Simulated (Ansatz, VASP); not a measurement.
## One calculation of Al2Au, two programs

```xyz
3
Lattice="0.0238 2.9189 2.9540 2.9931 0.0264 2.9514 3.0402 2.9634 -0.0207" Properties=species:S:1:pos:R:3 pbc="T T T"
Al    1.4253    1.4548    1.3431
Al    4.4827    4.4557    4.4711
Au    0.1284    2.9798    2.9252
```

Alike in both runs: task single point; functional LDA; k mesh 6 × 6 × 6; occupations fermi-dirac, width 0.05 eV; no spin polarisation.

|  | VASP | Ansatz |
| --- | --- | --- |
| version | VASP 6.6.1 | Ansatz 0.2.0 |
| potentials or method | VASP PAW LDA potentials, release 64 (Al, Au) | plane waves, PAW |
| plane-wave cutoff (eV) | 520 | 540 |
| valence electrons in the cell | 17 | 25 |

|  | VASP | Ansatz | Ansatz less VASP |
| --- | --- | --- | --- |
| pressure (GPa) | 4.4 | 4.1 | -0.25 |
| largest component of the traceless stress (GPa) | 2.73 | 2.67 | -0.058 |
| rms of the force components (eV/Å) | 0.968 | 0.957 | -0.0107 |

Atom by atom the forces differ by 0.011 eV/Å (rms over components). The two sets of potentials don't hold the same shells in valence. Ansatz warned: «stress_scf_threshold_loose».

Caveats: forces of over 1 eV/Å show positions far from the minimum, so gaps and moduli don't describe the material at rest. Spin-orbit coupling is left out, which matters for the levels of Au.
